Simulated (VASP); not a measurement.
# CdTe (F-43m) in VASP: further runs

The runs below take CdTe through single point, with r2SCAN.

Program: VASP 6.6.1. These are calculated values, not measurements. Logs are shortened: lines on timing, memory, paths and dates and some standing lists are left out, and cuts for length are marked.

**Experimental background.**

A printed reference work, data compilation reports, for a bulk crystal of CdTe at 0 K: band gap 1.607 eV.

The results are compared with them further down.

## (1) The cell of the first run

Symmetry: F-43m, No. 216, cubic system. Conventional cell: a = 6.378 Å, b = 6.378 Å, c = 6.378 Å, α = 90.00°, β = 90.00°, γ = 90.00°. Within 3.6 Å of Cd (site symmetry -43m) lie 4 Te at 2.76 Å. Te (site symmetry -43m) has 4 Cd at 2.76 Å within 3.6 Å.

## (2) Single point, r2SCAN (volume scaled by 0.920)

Contents of POSCAR:

```
CdTe
1.0
    0.0000000000      3.1888480835      3.1888480835
    3.1888480835      0.0000000000      3.1888480835
    3.1888480835      3.1888480835      0.0000000000
Cd Te
1 1
Direct
    0.0000000000      0.0000000000      0.0000000000
    0.2500000000      0.2500000000      0.2500000000
```

Contents of INCAR.step1:

```
ALGO = Normal
EDIFF = 1E-4
ENCUT = 520
GGA = PE
ISMEAR = 0
LASPH = True
LCHARG = False
LREAL = False
LWAVE = True
NBANDS = 16
NELM = 80
PREC = Accurate
SIGMA = 0.05
```

Contents of INCAR.step2:

```
ALGO = Normal
EDIFF = 1E-7
ENCUT = 520
ISIF = 2
ISMEAR = 0
ISTART = 1
LASPH = True
LCHARG = False
LMIXTAU = True
LREAL = False
LWAVE = False
METAGGA = R2SCAN
NBANDS = 16
NELM = 80
PREC = Accurate
SIGMA = 0.05
```

Contents of KPOINTS:

```
k-points
0
Gamma
  10 10 10
```

Potentials or basis: VASP PAW PBE potentials, release 64 (Cd, Te).

Command:

```console
$ cat potpaw_PBE.64/Cd/POTCAR potpaw_PBE.64/Te/POTCAR > POTCAR
$ cp INCAR.step1 INCAR
$ mpirun -np 1 vasp_std > vasp.out
$ cp INCAR.step2 INCAR
$ mpirun -np 1 vasp_std > vasp.out
```

OUTCAR:

```text
EDIFF = 1E-7
   ENCUT = 520
   ISIF = 2
   ISMEAR = 0
   ISTART = 1
   LASPH = True
   LREAL = False
   METAGGA = R2SCAN
   NELM = 80
   PREC = Accurate

 ion  position               nearest neighbor table
   1  0.000  0.000  0.000-   2 2.76   2 2.76   2 2.76   2 2.76
   2  0.250  0.250  0.250-   1 2.76   1 2.76   1 2.76   1 2.76

  LATTYP: Found a face centered cubic cell.
 ALAT       =     6.3776961670

  Lattice vectors:

 A1 = (   0.0000000000,   3.1888480835,   3.1888480835)
 A2 = (   3.1888480835,   0.0000000000,   3.1888480835)
 A3 = (   3.1888480835,   3.1888480835,   0.0000000000)

Analysis of symmetry for initial positions (statically):
=====================================================================
 Subroutine PRICEL returns:
 Original cell was already a primitive cell.

 Routine SETGRP: Setting up the symmetry group for a
 face centered cubic supercell.

 Subroutine GETGRP returns: Found 24 space group operations
 (whereof 24 operations were pure point group operations)
 out of a pool of 48 trial point group operations.

The static configuration has the point symmetry T_d .

Analysis of symmetry for dynamics (positions and initial velocities):
=====================================================================
 Subroutine PRICEL returns:
 Original cell was already a primitive cell.

 Routine SETGRP: Setting up the symmetry group for a
 face centered cubic supercell.

 Subroutine GETGRP returns: Found 24 space group operations
 (whereof 24 operations were pure point group operations)
 out of a pool of 48 trial point group operations.

The dynamic configuration has the point symmetry T_d .

 Subroutine INISYM returns: Found 24 space group operations
 (whereof 24 operations are pure point group operations),
 and found     1 'primitive' translations

----------------------------------------------------------------------------------------

                                     Primitive cell

  volume of cell :      64.8532

  direct lattice vectors                    reciprocal lattice vectors
     0.000000000  3.188848083  3.188848083    -0.156796431  0.156796431  0.156796431
     3.188848083  0.000000000  3.188848083     0.156796431 -0.156796431  0.156796431
     3.188848083  3.188848083  0.000000000     0.156796431  0.156796431 -0.156796431

  length of vectors
     4.509712208  4.509712208  4.509712208     0.271579386  0.271579386  0.271579386

  position of ions in fractional coordinates (direct lattice)
     0.000000000  0.000000000  0.000000000
     0.250000000  0.250000000  0.250000000

  ion indices of the primitive-cell ions
   primitive index   ion index
                 1           1
                 2           2

----------------------------------------------------------------------------------------

 KPOINTS: k-points

Automatic generation of k-mesh.
 Grid dimensions read from file:
 generate k-points for:   10   10   10

 Generating k-lattice:

  Cartesian coordinates                     Fractional coordinates (reciprocal lattice)
    -0.015679643  0.015679643  0.015679643     0.100000000  0.000000000  0.000000000
     0.015679643 -0.015679643  0.015679643     0.000000000  0.100000000  0.000000000
     0.015679643  0.015679643 -0.015679643     0.000000000  0.000000000  0.100000000

  Length of vectors
     0.027157939  0.027157939  0.027157939

  Shift w.r.t. Gamma in fractional coordinates (k-lattice)
     0.000000000  0.000000000  0.000000000

 Subroutine IBZKPT returns following result:
 ===========================================

 Found     47 irreducible k-points:

 Following reciprocal coordinates:
            Coordinates               Weight
  0.000000  0.000000  0.000000      1.000000
  0.100000  0.000000  0.000000      8.000000
  0.200000  0.000000  0.000000      8.000000
  0.300000  0.000000  0.000000      8.000000
  0.400000  0.000000  0.000000      8.000000
  0.500000  0.000000  0.000000      4.000000
[... 16 lines left out ...]
  0.300000  0.300000  0.000000      6.000000
  0.400000  0.300000  0.000000     24.000000
 [... further k-points ...]
   k-points           NKPTS =     47   k-points in BZ     NKDIM =     47   number of bands    NBANDS=     16
   number of dos      NEDOS =    301   number of ions     NIONS =      2
   total plane-waves  NPLWV =  46656
   dimension x,y,z NGX =    36 NGY =   36 NGZ =   36
   dimension x,y,z NGXF=    72 NGYF=   72 NGZF=   72
   ions per type =               1   1
   NGX,Y,Z   is equivalent  to a cutoff of  13.27, 13.27, 13.27 a.u.
   NGXF,Y,Z  is equivalent  to a cutoff of  26.54, 26.54, 26.54 a.u.
 SYSTEM =  unknown system
   PREC   = accura    normal or accurate (medium, high low for compatibility)
   ISTART =      1    job   : 0-new  1-cont  2-samecut
   ICHARG =      0    charge: 1-file 2-atom 10-const
   ISPIN  =      1    spin polarized calculation?
   LNONCOLLINEAR =      F non collinear calculations
   LSORBIT =      F    spin-orbit coupling
   LASPH  =      T    aspherical Exc in radial PAW
   ENCUT  =  520.0 eV  38.22 Ry    6.18 a.u.   8.39  8.39  8.39*2*pi/ulx,y,z
   NELM   =     80;   NELMIN=  2; NELMDL=  0     # of ELM steps
   EDIFF  = 0.1E-06   stopping-criterion for ELM
   LREAL  =      F    real-space projection
   EDIFFG = 0.1E-05   stopping-criterion for IOM
   NSW    =      0    number of steps for IOM
   IBRION =     -1    ionic relax: 0-MD 1-quasi-New 2-CG
   NFREE  =      0    steps in history (QN), initial steepest desc. (CG)
   ISIF   =      2    stress and relaxation
   ISYM   =      2    0-nonsym 1-usesym 2-fastsym
   POTIM  = 0.5000    time-step for ionic-motion
   TEBEG  =    0.0;   TEEND  =   0.0 temperature during run
   PSTRESS=    0.0 pullay stress
   NELECT =      18.0000    total number of electrons
   NUPDOWN=      -1.0000    fix difference up-down
   EMIN   =  10.00;   EMAX   =-10.00  energy-range for DOS
   EFERMI =   0.00;   METHOD = LEGACY
   ISMEAR =     0;   SIGMA  =   0.05  broadening in eV -4-tet -1-fermi 0-gaus
   EFERMI_NEDOS =   21; number of points for ismear=-14 and -15
   IALGO  =     38    algorithm
   IMIX   =      4    mixing-type and parameters
     AMIX     =   0.40;   BMIX     =  1.00
     AMIX_MAG =   1.60;   BMIX_MAG =  1.00
  volume/ion in A,a.u.               =      32.43       218.83
  Fermi-wavevector in a.u.,A,eV,Ry     =   1.067878  2.017998 15.515600  1.140364
  Thomas-Fermi vector in A             =   2.203509
   LORBIT       =      0    0 simple, 1 ext, 2 COOP (PROOUT), +10 PAW based schemes
   METAGGA = R2SCAN    functional components
   LHFCALC =     F    Hartree Fock is set to
   AEXX    =    0.0000 exact exchange contribution
   IVDW    =     0    specifies the selected vdW correction
   LEPSILON=     F    determine dielectric tensor
   LRPA    =     F    only Hartree local field effects (RPA)
 non-spin polarized calculation
 Gauss-broadening in eV      SIGMA  =   0.05
  energy-cutoff  :      520.00
  volume of cell :       64.85
 maximum number of plane-waves:      1807
 NGX is ok and might be reduce to    36
   NGX = 17   NGY = 17   NGZ = 17

 number of electron      18.0000000 magnetization

 Free energy of the ion-electron system (eV)
  ---------------------------------------------------
  ext. energy  EPLUGINS =         0.00000000
  ---------------------------------------------------
  free energy    TOTEN  =       -46.57475281 eV

  energy without entropy =      -46.57475281  energy(sigma->0) =      -46.57475281

 E-fermi :   2.7945     XC(G=0):  -9.3317

 val. band max:        2.5589461231   @ k =   0.0000   0.0000   0.0000
 cond. band min:       3.9922260909   @ k =   0.0000   0.0000   0.0000
 fundamental gap:      1.4332799678
 Fermi energy:         2.7945276367

 k-point     1 :       0.0000    0.0000    0.0000
  band No.  band energies     occupation
      1      -9.2725      2.00000
      2      -6.1820      2.00000
      3      -6.1820      2.00000
      4      -6.1820      2.00000
      5      -5.8559      2.00000
      6      -5.8559      2.00000
[... 8 lines left out ...]
     15      12.4711      0.00000
     16      12.4711      0.00000

 k-point     2 :       0.1000    0.0000    0.0000
  band No.  band energies     occupation
      1      -9.2286      2.00000
      2      -6.1730      2.00000
      3      -6.1730      2.00000
      4      -6.1493      2.00000
      5      -5.8567      2.00000
      6      -5.8567      2.00000
[... 8 lines left out ...]
     15      11.8472      0.00000
     16      11.8472      0.00000

 k-point     3 :       0.2000    0.0000    0.0000
  band No.  band energies     occupation
      1      -9.1130      2.00000
      2      -6.1508      2.00000
      3      -6.1508      2.00000
      4      -6.0407      2.00000
      5      -5.8573      2.00000
      6      -5.8573      2.00000
[... 8 lines left out ...]
     15      11.4386      0.00000
     16      11.5150      0.00000

 k-point     4 :       0.3000    0.0000    0.0000
  band No.  band energies     occupation
      1      -8.9704      2.00000
      2      -6.1262      2.00000
      3      -6.1262      2.00000
      4      -5.8545      2.00000
      5      -5.8545      2.00000
      6      -5.8394      2.00000
[... 8 lines left out ...]
     15      11.7371      0.00000
     16      11.7371      0.00000

 k-point     5 :       0.4000    0.0000    0.0000
  band No.  band energies     occupation
      1      -8.8569      2.00000
      2      -6.1092      2.00000
      3      -6.1092      2.00000
      4      -5.8486      2.00000
      5      -5.8486      2.00000
      6      -5.5804      2.00000
[... 8 lines left out ...]
     15      12.6817      0.00000
     16      12.6817      0.00000

 k-point     6 :       0.5000    0.0000    0.0000
  band No.  band energies     occupation
      1      -8.8144      2.00000
      2      -6.1035      2.00000
      3      -6.1035      2.00000
      4      -5.8454      2.00000
      5      -5.8454      2.00000
      6      -5.4398      2.00000
[... 8 lines left out ...]
     15      13.5770      0.00000
     16      13.5770      0.00000

 k-point     7 :       0.1000    0.1000    0.0000
  band No.  band energies     occupation
      1      -9.2140      2.00000
      2      -6.1647      2.00000
      3      -6.1647      2.00000
      4      -6.1494      2.00000
      5      -5.8613      2.00000
      6      -5.8524      2.00000
[... 8 lines left out ...]
     15      11.4402      0.00000
     16      12.5623      0.00000

 k-point     8 :       0.2000    0.1000    0.0000
  band No.  band energies     occupation
      1      -9.1224      2.00000
      2      -6.1489      2.00000
      3      -6.1421      2.00000
      4      -6.0705      2.00000
      5      -5.8639      2.00000
      6      -5.8495      2.00000
[... 8 lines left out ...]
     15      12.1948      0.00000
     16      12.2533      0.00000

 k-point     9 :       0.3000    0.1000    0.0000
  band No.  band energies     occupation
      1      -8.9891      2.00000
      2      -6.1274      2.00000
      3      -6.1161      2.00000
      4      -5.9208      2.00000
      5      -5.8462      2.00000
      6      -5.8409      2.00000
[... 8 lines left out ...]
     15      12.0695      0.00000
     16      12.3402      0.00000
[... 172 lines left out ...]
 k-point    19 :       0.5000    0.2000    0.0000
  band No.  band energies     occupation
      1      -8.7674      2.00000
      2      -6.0776      2.00000
      3      -6.0594      2.00000
      4      -5.8883      2.00000
      5      -5.8401      2.00000
      6      -5.4020      2.00000
[... 8 lines left out ...]
     15      13.6185      0.00000
     16      13.6993      0.00000

 k-point    20 :      -0.4000    0.2000    0.0000
  band No.  band energies     occupation
      1      -8.7590      2.00000
      2      -6.0768      2.00000
      3      -6.0660      2.00000
      4      -5.8697      2.00000
      5      -5.8515      2.00000
      6      -5.3564      2.00000
[... 8 lines left out ...]
     15      12.3792      0.00000
     16      13.3872      0.00000

 k-point    21 :      -0.3000    0.2000    0.0000
  band No.  band energies     occupation
      1      -8.8173      2.00000
      2      -6.0859      2.00000
      3      -6.0827      2.00000
      4      -5.8637      2.00000
      5      -5.8635      2.00000
      6      -5.5365      2.00000
[... 8 lines left out ...]
     15      12.7145      0.00000
     16      13.8557      0.00000

 k-point    22 :      -0.2000    0.2000    0.0000
  band No.  band energies     occupation
      1      -8.9227      2.00000
      2      -6.1144      2.00000
      3      -6.0987      2.00000
      4      -5.8781      2.00000
      5      -5.8684      2.00000
      6      -5.7567      2.00000
[... 8 lines left out ...]
     15      12.8958      0.00000
     16      13.5573      0.00000

 k-point    23 :       0.3000    0.3000    0.0000
  band No.  band energies     occupation
      1      -8.8741      2.00000
      2      -6.0556      2.00000
      3      -6.0556      2.00000
      4      -5.9750      2.00000
      5      -5.8318      2.00000
      6      -5.7327      2.00000
[... 8 lines left out ...]
     15      13.2509      0.00000
     16      14.9077      0.00000

 k-point    24 :       0.4000    0.3000    0.0000
  band No.  band energies     occupation
      1      -8.7870      2.00000
      2      -6.0415      2.00000
      3      -6.0302      2.00000
      4      -5.9559      2.00000
      5      -5.8285      2.00000
      6      -5.5618      2.00000
[... 8 lines left out ...]
     15      13.7149      0.00000
     16      15.0444      0.00000

 [... further k-points ...]
[... 5 lines left out ...]
  --------------------------------------------------------------------------------------
  -------------------------------------------------------------------------------------
  Total        1.7103542      1.7103542      1.7103542      0.0000000      0.0000000     -0.0000000
  in kB       42.2537408     42.2537408     42.2537408      0.0000000      0.0000000     -0.0000000
  external PRESSURE =      42.2537408 kB  Pullay stress =       0.0000000 kB

 VOLUME and BASIS-vectors are now :
 -----------------------------------------------------------------------------
  energy-cutoff  :      520.00
  volume of cell :       64.85
      direct lattice vectors                 reciprocal lattice vectors
     0.000000000  3.188848083  3.188848083    -0.156796431  0.156796431  0.156796431
     3.188848083  0.000000000  3.188848083     0.156796431 -0.156796431  0.156796431
     3.188848083  3.188848083  0.000000000     0.156796431  0.156796431 -0.156796431

 POSITION                                       TOTAL-FORCE (eV/Angst)
 -----------------------------------------------------------------------------------
      0.00000      0.00000      0.00000        -0.000000      0.000000     -0.000000
      1.59442      1.59442      1.59442         0.000000     -0.000000      0.000000
 -----------------------------------------------------------------------------------
    total drift:                               -0.000002     -0.000002     -0.000002

  FREE ENERGIE OF THE ION-ELECTRON SYSTEM (eV)
  ---------------------------------------------------
  free  energy   TOTEN  =       -46.5747528082 eV

  energy  without entropy=      -46.5747528082  energy(sigma->0) =      -46.57475281
```

Run time: 2.3 min. Hardware: 1 thread of AMD EPYC 9R45 (Zen 5), shared host; peak memory 0.21 GiB.

Results:

```
Free energy            : -46.5748 eV
Pressure               : 4.2 GPa
Band gap on the k mesh : 1.43 eV, direct
```

Levels at points of the mesh, in eV from the valence-band top:
```
           k point  band 7  band 8  band 9  band 10  band 11  band 12
(0.00, 0.00, 0.00)    0.00    0.00    0.00     1.43     4.99     4.99
(0.50, 0.00, 0.00)   -4.80   -0.87   -0.87     2.29     5.56     5.56
(0.50, 0.50, 0.00)   -4.61   -2.09   -2.09     2.77     2.97     9.77
```

Caveat: the PAW data sets were made with another functional, which shifts forces and pressure a little; spin-orbit coupling is left out, which moves the levels of the heavy elements.

(Continued in part 2 of 3.)
